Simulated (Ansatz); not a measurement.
**AlN: stress in a strained cell**

AlN is deformed so: equal xx and yy strain of -2 %. What stress and forces result, by LAPW, PAW and all-electron datasets made for the crystal?

Method: DFT LDA, scalar-relativistic, in Ansatz 0.2.0.

## (1) Starting point

Symmetry: Fm-3m, No. 225, cubic system. Conventional cell: a = 3.956 Å, b = 3.956 Å, c = 3.956 Å, α = 90.00°, β = 90.00°, γ = 90.00°. Around Al (site symmetry m-3m) lie 6 N at 1.98 Å. N (site symmetry m-3m) has 6 Al at 1.98 Å as nearest neighbours.

Coordinates:

```cif
data_structure
_symmetry_space_group_name_H-M 'P 1'
_symmetry_Int_Tables_number 1
_cell_length_a 2.7973
_cell_length_b 2.7973
_cell_length_c 2.7973
_cell_angle_alpha 60.000
_cell_angle_beta 60.000
_cell_angle_gamma 60.000
_cell_volume 15.48
loop_
_atom_site_label
_atom_site_type_symbol
_atom_site_fract_x
_atom_site_fract_y
_atom_site_fract_z
_atom_site_occupancy
Al1 Al 0.00000 0.00000 0.00000 1
N1 N 0.50000 0.50000 0.50000 1
```

Atoms are numbered in the order of the input: Al1, N2.

## (2) After the deformation

Space group Fm-3m before, I4/mmm after.

## (3) LAPW, all electrons

input.yaml

```yaml
crystal:
  lattice:
    - [0.0, 1.93844, 1.978]
    - [1.93844, 0.0, 1.978]
    - [1.93844, 1.93844, 0.0]
  atoms:
    - { symbol: Al, position: [0.0, 0.0, 0.0] }
    - { symbol: "N", position: [0.5, 0.5, 0.5] }
kpoints:
  mp_grid: { grid: [10, 10, 10] }
  band_path:
    path:
      - [0.0, 0.0, 0.0]
      - [0.0, 0.5, 0.5]
      - [0.25, 0.75, 0.5]
      - [0.0, 0.5, 0.0]
      - [0.0, 0.0, 0.0]
      - [0.5, 0.5, 0.0]
      - [0.37005, 0.62995, 0.0]
      - [-0.37005, 0.37005, 0.0]
      - [0.0, 0.0, 0.0]
    npoints: 5
scf:
  occupations: { method: fermi_dirac, width: 0.02 }
hamiltonian:
  xc: lda
  pseudopotentials: { kind: all_electron, lapw: { basis_error: 0.001 } }
output:
  forces: true
  stress: true
  eigenvalues: true
```

Command:

```console
$ ansatz run input.yaml --threads 1 --pin off --max-ram 3072MiB --backend cpu --events-out ev --progress --plain --runs-dir out
```

The program printed:

```text
LAPW: plane waves up to 9.702 Å⁻¹, error target 1.0e-3 eV per atom; small_component_spin mean_spin; N in spheres of 0.932 Å, 7 of its electrons in bands, Dirac shells []; Al in spheres of 1.006 Å, 11 of its electrons in bands, Dirac shells []
Engine: ansatz 0.2.0
Pseudopotentials: kind: all_electron
Pseudopotential: Al, LAPW, valence charge 11, Koelling and Harmon's equation, gaussian nucleus
Pseudopotential: N, LAPW, valence charge 7, Koelling and Harmon's equation, gaussian nucleus
Functional definition: SPW92
  exchange = slater_x
  correlation = pw_c
Crystal: 2 atoms, lattice volume = 14.865 Å³
Basis set: ecut = 358.6385777417566 eV, 247 PW (Γ), exchange–correlation at level 2
Bands: 13, of which v1, the nominal top of the filled ones, is band 9 counted from 1 (8 counted from 0)
Symmetry: 16 space group operations
Space group: I4/mmm (ITA 139), of the structure as read, at distance tolerance 2.5e-5 Å
k-points: 102 of 1000
Non-local potential: Al, projectors of the file, none
Non-local potential: N, projectors of the file, none
Initial density: superposition of atomic densities (chi_scale 0.1, normalization cell, long waves kept (reshape's long-wave potential 0.00 eV rms))
Initial wavefunctions: plane waves of lowest kinetic energy (no species holds an atomic orbital)
Functional: x = slater, c = lda
iter 1 solved again at ethr=1.97e-2 eV; its pass at ethr=1.00e-1 eV (dr2=3.55e0 eV) is discarded
SCF iter   1: F=—  HF=-8067.811649 eV  |F-HF|=—  |Δ(HF+E_count)|=         —  Δρ=1.58e-1  dr2=3.55e0  ethr=1.97e-2  ⟨swp⟩=2.0  Hψ=9504  notcnv=0
preconditioner: auto → none  [insulator: Δε(μ)=7.614 eV  Ē_g=19.240 eV  σ=0.020 eV  W_gap=1.00  n_scr=8 (ndim 8)  ℏωp=27.2 eV  f_vac=0.000  D(μ)=0.00/eV (n_scr^D=0)  ε∞_Penn≈3.0]
iter 2 solved again at ethr=2.05e-4 eV; its pass at ethr=1.97e-2 eV (dr2=3.69e-2 eV) is discarded
SCF iter   2: F=—  HF=-8065.976663 eV  |F-HF|=—  |Δ(HF+E_count)|=    1.83e0  Δρ=2.57e-2  dr2=3.70e-2  ethr=2.05e-4  ⟨swp⟩=3.0  Hψ=7282  notcnv=0
SCF iter   3: F=—  HF=-8065.834369 eV  |F-HF|=—  |Δ(HF+E_count)|=         —  Δρ=1.49e-2  dr2=2.53e-2  ethr=2.05e-4  ⟨swp⟩=3.0  Hψ=4576  notcnv=0
the basis was enlarged: its passes take 25.0 KiB over the memory plan, 1 of 1 planned eigensolver slots
SCF iter   4: F=—  HF=-8065.825541 eV  |F-HF|=—  |Δ(HF+E_count)|=   8.83e-3  Δρ=6.74e-4  dr2=3.83e-5  ethr=1.40e-4  ⟨swp⟩=2.0  Hψ=3978  notcnv=0
SCF iter   5: F=—  HF=-8065.825536 eV  |F-HF|=—  |Δ(HF+E_count)|=   4.85e-6  Δρ=1.57e-4  dr2=1.26e-6  ethr=2.13e-7  ⟨swp⟩=2.0  Hψ=3572  notcnv=0
SCF iter   6: F=—  HF=-8065.825537 eV  |F-HF|=—  |Δ(HF+E_count)|=   1.78e-7  Δρ=3.49e-5  dr2=5.72e-8  ethr=7.01e-9  ⟨swp⟩=2.0  Hψ=3570  notcnv=0
SCF iter   7: F=-8065.825537 eV  HF=-8065.825537 eV  |F-HF|=3.64e-11  |Δ(HF+E_count)|=   1.38e-8  Δρ=1.48e-6  dr2=1.21e-10  ethr=3.18e-10  ⟨swp⟩=2.0  Hψ=3571  notcnv=0
SCF 1 converged in 7 iterations: F = -8065.825537 eV  dr2 = 1.21e-10
NSCF: frozen V_eff on 41 k-points
SCF converged after 7 iterations
Free energy (F): -8065.825537 eV
Harris-Foulkes:  -8065.825537 eV  (|F-HF|=3.64e-11)
Internal energy: -8065.825537 eV  (E = F + TS)
E sigma→0 (E₀):  -8065.825537 eV
Fermi energy:    17.171547 eV
--- Per-component energies (eV) ---
  E_band       = -1110.655510
  E_kinetic    = 8072.764592
  E_xc         = -665.003953
  E_electrostatic = -15473.586175  (all electrons and nuclei)
  E_smearing   = -0.000000  (= −TS)
  E_closure    = 0.000000  (closes the sum)
  E_atoms      = -8049.684938  (free atoms, spherical and without spin; not in F)
  Σ components = -8065.825537   (vs F -8065.825537, Δ=0.00e0)
  Basis errors (estimates in eV, not in F): energy 4.0e-4 per atom: plane waves 3.8e-4 (2.1e-4 summed), levels above the bands 1.2e-264, relativity 6.7e-9, radial functions 2.7e-5, core shells 2.3e-12; eigenvalues (radial functions only) 1.2e-5; not estimated: angular momenta, meshes, grids; target (lapw.basis_error) 1.0e-3; muffin-tin radii N 0.932 Å, Al 1.006 Å
--- Forces (eV/Å), atoms counted from 1 ---
  atom   1  Al     0.00000000     0.00000000    -0.00000000
  atom   2  N      0.00000000     0.00000000     0.00000000
  max |Σ_I F_I| component: 1.58e-30 eV/Å
--- Stress (GPa, compression-positive) ---
       30.022572       0.000000       0.000000
        0.000000      30.022572       0.000000
        0.000000       0.000000      20.501587
  P = ⅓ Tr σ = 26.8489 GPa (268.489 kbar)
--- Band table (eV; the first three rows and the last of 102) ---
  k-point 0: bands = ["-356.0932", "-86.0789", "-48.2746", "-48.2626", "-48.2626", "-3.7465", "14.6176", "14.6176", "14.7532", "22.0223", "26.8348", "27.1258", "27.1258"]
  k-point 1: bands = ["-356.0932", "-86.0784", "-48.2764", "-48.2653", "-48.2630", "-3.5173", "13.6363", "14.4814", "14.5522", "22.5480", "26.1551", "27.2811", "27.4834"]
  k-point 2: bands = ["-356.0932", "-86.0770", "-48.2836", "-48.2701", "-48.2642", "-2.8477", "11.3716", "14.1517", "14.1640", "22.7605", "26.0706", "27.5986", "27.9626"]
  k-point 101: bands = ["-356.0932", "-86.0718", "-48.3122", "-48.2771", "-48.2771", "1.0603", "6.4517", "11.6835", "11.6835", "19.8089", "20.3348", "29.7103", "33.5195"]
```

It took 5.4 s on 1 thread of Intel Xeon 6975P-C (Granite Rapids), shared host; peak memory 0.34 GiB.

This run gives: pressure 26.85 GPa; gap 4.85 eV, indirect from Γ to X.

## (4) PAW on the default files

input.yaml

```yaml
crystal:
  lattice:
    - [0.0, 1.93844, 1.978]
    - [1.93844, 0.0, 1.978]
    - [1.93844, 1.93844, 0.0]
  atoms:
    - { symbol: Al, position: [0.0, 0.0, 0.0] }
    - { symbol: "N", position: [0.5, 0.5, 0.5] }
kpoints:
  mp_grid: { grid: [10, 10, 10] }
scf:
  occupations: { method: fermi_dirac, width: 0.02 }
hamiltonian:
  xc: lda
  pseudopotentials: { kind: paw }
output:
  forces: true
  stress: true
  eigenvalues: true
  efg: { contact_densities: true }
```

Command:

```console
$ ansatz run input.yaml --threads 1 --pin off --max-ram 3072MiB --backend cpu --events-out ev --progress --plain --runs-dir out
```

The program printed, cut to the lines that bear on the results:

```text
[...]
Pseudopotentials: kind: paw
Pseudopotential: Al, paw, valence charge 3, recommended cutoff 420 eV (normal)
Pseudopotential: N, paw, valence charge 5, recommended cutoff 420 eV (normal)
[... 1 set-up line as earlier in the session ...]
[...]
Crystal: 2 atoms, lattice volume = 14.865 Å³
Basis set: ecut = 420 eV, 283 PW (Γ)
Bands: 8, of which v1, the nominal top of the filled ones, is band 4 counted from 1 (3 counted from 0)
[... 2 set-up lines as earlier in the session ...]
k-points: 102 of 1000
[...]
SCF iter   1: F=—  HF=-889.565599 eV  |F-HF|=—  |Δ(HF+E_count)|=         —  Δρ=1.19e-2  dr2=2.06e-2  ethr=1.77e-3  ⟨swp⟩=4.9  Hψ=5933  notcnv=0
[...]
SCF iter   6: F=-889.558466 eV  HF=-889.558466 eV  |F-HF|=3.77e-11  |Δ(HF+E_count)|=   1.09e-9  Δρ=1.07e-6  dr2=8.88e-11  ethr=1.91e-11  ⟨swp⟩=1.9  Hψ=3445  notcnv=0
[...]
E sigma→0 (E₀):  -889.558466 eV
Fermi energy:    15.015277 eV
[...]
--- Forces (eV/Å), atoms counted from 1 ---
  atom   1  Al    -0.00000000     0.00000000     0.00000000
  atom   2  N      0.00000000     0.00000000    -0.00000000
[...]
--- Stress (GPa, compression-positive) ---
       30.004079       0.000000       0.000000
        0.000000      30.004079       0.000000
        0.000000       0.000000      20.565826
  P = ⅓ Tr σ = 26.8580 GPa (268.580 kbar)
--- PAW observables at the nuclei: V_zz in 10²¹ V/m², potentials from the cell's mean, atoms counted from 1 ---
  atom   1  Al V_zz =    +0.810077   η = 0.0000   by run symmetry: allowed
            electrostatic potential = -1236.747637 V   contact ρ = 9978.946678 e/Å³
  atom   2  N  V_zz =    +0.277518   η = 0.0000   by run symmetry: allowed
            electrostatic potential = -522.280985 V   contact ρ = 1388.254804 e/Å³
--- Band table (eV; the first three rows and the last of 102) ---
  k-point 0: bands = ["-5.8816", "12.4714", "12.4714", "12.6074", "19.8648", "24.6180", "24.9090", "24.9090"]
[...]
```

It took 1 s on 1 thread of Intel Xeon 6975P-C (Granite Rapids), shared host; peak memory 0.34 GiB.

This run gives: pressure 26.86 GPa; gap on the k mesh 4.83 eV; Vzz Al1 0.81 (η = 0.00), N2 0.28 (η = 0.00) (10²¹ V/m²).

## (5) Datasets made for this crystal

input.yaml, as its differences from that of step 4:

```diff
@@ -14,3 +14,3 @@
   xc: lda
-  pseudopotentials: { kind: paw }
+  pseudopotentials: { kind: all_electron, datasets: crystal }
 output:
```

Command:

```console
$ ansatz run input.yaml --threads 1 --pin off --max-ram 3072MiB --backend cpu --events-out ev --progress --plain --runs-dir out
```

The program printed, cut to the lines that bear on the results:

```text
[...]
[... 1 set-up line as earlier in the session ...]
Pseudopotential: Al, paw, valence charge 11, recommended cutoff 420 eV (normal), Koelling and Harmon's equation, gaussian nucleus
Pseudopotential: N, paw, valence charge 5, recommended cutoff 420 eV (normal), Koelling and Harmon's equation, gaussian nucleus
[... 1 set-up line as earlier in the session ...]
[...]
Crystal: 2 atoms, lattice volume = 14.865 Å³
Basis set: ecut = 420 eV, 283 PW (Γ)
Bands: 8, of which v1, the nominal top of the filled ones, is band 4 counted from 1 (3 counted from 0)
[... 2 set-up lines as earlier in the session ...]
k-points: 102 of 1000
[...]
SCF iter   1: F=—  HF=-8067.516403 eV  |F-HF|=—  |Δ(HF+E_count)|=         —  Δρ=1.91e-1  dr2=5.43e0  ethr=7.09e-2  ⟨swp⟩=2.1  Hψ=4670  notcnv=0
[...]
--- Forces (eV/Å), atoms counted from 1 ---
  atom   1  Al    -0.00000000    -0.00000000    -0.00000000
  atom   2  N      0.00000000     0.00000000     0.00000000
[...]
--- Stress (GPa, compression-positive) ---
       30.022511       0.000000       0.000000
        0.000000      30.022511       0.000000
        0.000000       0.000000      20.499922
  P = ⅓ Tr σ = 26.8483 GPa (268.483 kbar)
  It holds what live shells' own plane waves past their cutoff add
--- PAW observables at the nuclei: V_zz in 10²¹ V/m², potentials from the cell's mean, atoms counted from 1 ---
  atom   1  Al V_zz =    +0.834659   η = 0.0000   by run symmetry: allowed
            electrostatic potential = -1233.457190 V   contact ρ = 9984.893704 e/Å³
  atom   2  N  V_zz =    +0.279898   η = 0.0000   by run symmetry: allowed
            electrostatic potential = -520.183276 V   contact ρ = 1388.504065 e/Å³
--- Band table (eV; the first three rows and the last of 102) ---
  k-point 0: bands = ["-3.7464", "14.6177", "14.6177", "14.7533", "22.0223", "26.8348"]
[...]
```

Run time: 3.7 s. Hardware: 1 thread of Intel Xeon 6975P-C (Granite Rapids), shared host; peak memory 0.45 GiB.

Result: pressure 26.85 GPa; gap on the k mesh 4.85 eV; Vzz Al1 0.83 (η = 0.00), N2 0.28 (η = 0.00) (10²¹ V/m²).

## (6) Side by side

Stress (GPa, compression positive):

```csv
method,xx,yy,zz,yz,xz,xy
LAPW,30.02,30.02,20.50,0.00,0.00,0.00
PAW,30.00,30.00,20.57,0.00,0.00,0.00
crystal datasets,30.02,30.02,20.50,0.00,0.00,0.00
```

```
          method  pressure (GPa)  gap on the k mesh (eV)  Vzz Al1 (10²¹ V/m²)  Vzz N2 (10²¹ V/m²)  SCF cycles, all passes
            LAPW           26.85                    4.85                    –                   –                       7
             PAW           26.86                    4.83                 0.81                0.28                       6
crystal datasets           26.85                    4.85                 0.83                0.28                       7
```

## (7) Results

| quantity | value |
| --- | --- |
| pressure | LAPW 26.85, PAW 26.86, crystal datasets 26.85 GPa |
| largest shear or deviatoric stress (LAPW) | 6.35 GPa |

**Reading.** The largest part of the stress beyond the pressure is 6.35 GPa in size, in the zz component; the atoms are carried along and not relaxed. No run of the undeformed cell stands beside it, so the pressure holds what the given cell had before the change. PAW: stress within 0.06 GPa of LAPW. Crystal datasets: stress within 0.01 GPa of LAPW.
